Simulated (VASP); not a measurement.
ZnInGaO4, 7 atoms in the cell. The structure is trigonal, space group R3m (No. 160). The conventional cell has a = 3.285 Å, b = 3.285 Å, c = 25.525 Å, α = 90.00°, β = 90.00°, γ = 120.00°. Zn (site symmetry 3m) has 4 O at 1.95 to 1.97 Å as nearest neighbours. Around In (site symmetry 3m) lie 6 O at 2.17 to 2.18 Å. Ga (site symmetry 3m) has 5 O at 1.90 to 1.96 Å as nearest neighbours. O (site symmetry 3m) has 1 Zn at 1.95 Å and 3 In at 2.17 Å as nearest neighbours. O (site symmetry 3m) is surrounded by 1 Ga at 1.94 Å and 3 In at 2.18 Å. O (site symmetry 3m) is surrounded by 3 Ga at 1.90 Å. Around O (site symmetry 3m) lie 1 Ga at 1.96 Å and 3 Zn at 1.97 Å. The cell comes from a database or a generator and needn't be the stable form of this composition.

| Property | Result |
| --- | --- |
| Program | VASP 6.6.1 |
| Task | relaxation of cell and atoms |
| Functional | LDA |
| Potentials or basis | VASP PAW LDA potentials, release 64 (Zn, In_d, Ga_d, O) |
| Cutoff | 600 eV |
| k mesh | 9 × 9 × 9 |
| Occupations | gaussian, width 0.03 eV |
| Spin | no spin polarisation |
| Further INCAR settings | ALGO = Normal; EDIFF = 1e-07; IBRION = 2; EDIFFG = -0.005; NSW = 90; ISIF = 3 |

Potentials or basis: VASP PAW LDA potentials, release 64 (Zn, In_d, Ga_d, O).

Run with:

```bash
$ cat potpaw_LDA.64/Zn/POTCAR potpaw_LDA.64/In_d/POTCAR potpaw_LDA.64/Ga_d/POTCAR potpaw_LDA.64/O/POTCAR > POTCAR
$ mpirun -np 2 vasp_std > vasp.out
```

Hardware: 2 MPI ranks on Intel(R) Xeon(R) Platinum 8375C CPU @ 2.90GHz (Ice Lake), on a shared host.

How long does it take, and how much memory?

It took 28 min on 2 MPI ranks on Intel(R) Xeon(R) Platinum 8375C CPU @ 2.90GHz (Ice Lake) (shared host), peak memory 0.75 GiB a rank. Counts: scf iterations 22, k points 85, ion steps 2.
